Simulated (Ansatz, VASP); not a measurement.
**Two plane-wave programs on AgI**

```
I Ag
1.0
     0.00000    3.19276    3.19276
     3.19276    0.00000    3.19276
     3.19276    3.19276    0.00000
I Ag
1 1
Direct
  0.75000 0.75000 0.75000
  0.00000 0.00000 0.00000
```

Change from the starting cell: volume scaled by 0.96.

Alike in both runs: task single point; functional PBE; k mesh 7 × 7 × 7; occupations fermi-dirac, width 0.05 eV; no spin polarisation.

|  | VASP | Ansatz |
| --- | --- | --- |
| version | VASP 6.6.1 | Ansatz 0.2.0 |
| potentials or method | VASP PAW PBE potentials, release 64 (I, Ag) | Ansatz PAW |
| plane-wave cutoff (eV) | 520 | 420 |
| valence electrons in the cell | 18 | 36 |

|  | VASP | Ansatz | Ansatz less VASP |
| --- | --- | --- | --- |
| gap on the k mesh at the Fermi level (eV) | 1.34 | 1.34 | -0.003 |
| least direct gap on the mesh (eV) | 1.34 | 1.34 | -0.003 |
| pressure (GPa) | 3.8 | 3.9 | +0.08 |

The two sets of potentials don't hold the same shells in valence.

Caveats: spin-orbit coupling is left out, which moves the levels of the heavy elements; odd divisions of the mesh miss points on the zone boundary, where band edges often lie, so the gap on the mesh can be too wide (Ansatz).
